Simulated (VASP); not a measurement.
SnSe2, 3 atoms in the cell. It takes space group P-3m1 (No. 164, trigonal). The conventional cell has a = 3.842 Å, b = 3.842 Å, c = 6.486 Å, α = 90.00°, β = 90.00°, γ = 120.00°. Around Sn (site symmetry -3m) lie 6 Se at 2.72 Å. Around Se (site symmetry 3m) lie 3 Sn at 2.72 Å. The cell is a database's computed one.

```yaml
Program: VASP 6.6.1
Task: relaxation of cell and atoms
Functional: RPBE
Potentials_or_basis: VASP PAW PBE potentials, release 64 (Sn_d, Se)
Cutoff: 600 eV
k_mesh: 9 × 9 × 4
Occupations: gaussian, width 0.02 eV
Spin: no spin polarisation
Further_INCAR_settings: ALGO = Normal; EDIFF = 1e-07; IBRION = 2; EDIFFG = -0.005; NSW = 90; ISIF = 3
```

Potentials or basis: VASP PAW PBE potentials, release 64 (Sn_d, Se).

The run is started by

```console
$ cat potpaw_PBE.64/Sn_d/POTCAR potpaw_PBE.64/Se/POTCAR > POTCAR
$ mpirun -np 1 vasp_std > vasp.out
```

Hardware: 1 thread of Intel(R) Xeon(R) Platinum 8375C CPU @ 2.90GHz (Ice Lake), on a shared host.

How long does it take, and how much memory?

Run time: 11 min on 1 thread of Intel(R) Xeon(R) Platinum 8375C CPU @ 2.90GHz (Ice Lake), with other jobs on the host, peak memory 0.28 GiB. Counts: scf iterations 190, k points 43, ion steps 20.
